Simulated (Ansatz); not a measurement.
Cubic perovskite LaAlO3 (cubic high-temperature phase) was calculated with BLYP (plane waves, PAW; Ansatz, a program for electronic structure).

Settings: plane-wave cutoff 520 eV, 10×10×10 k mesh, Fermi–Dirac smearing 0.01 eV, scalar-relativistic PAW data made under PBE.

Computed at the level's own relaxed cell.

Estimate the bulk modulus B0, smallest direct gap on the k points sampled and pressure derivative B′ of the bulk modulus that the calculation returns.


* **bulk modulus B0**: 182 GPa
* **smallest direct gap on the k points sampled**: 3.79 eV
* **pressure derivative B′ of the bulk modulus**: 4.2

Measured, for comparison: bulk modulus 215 ± 4 GPa (room temperature, not corrected to a static lattice, cubic phase above 14 GPa, extrapolated to zero pressure; as tabulated in Guennou et al. (2011), arXiv:1105.1276). Computed (rounded) less measured: bulk modulus -15 %.

Note: the relaxation could not lower the start's symmetry, so the cell can be a saddle point above a distorted one.

Spin–orbit coupling is not included.

Computed values are for the static lattice.
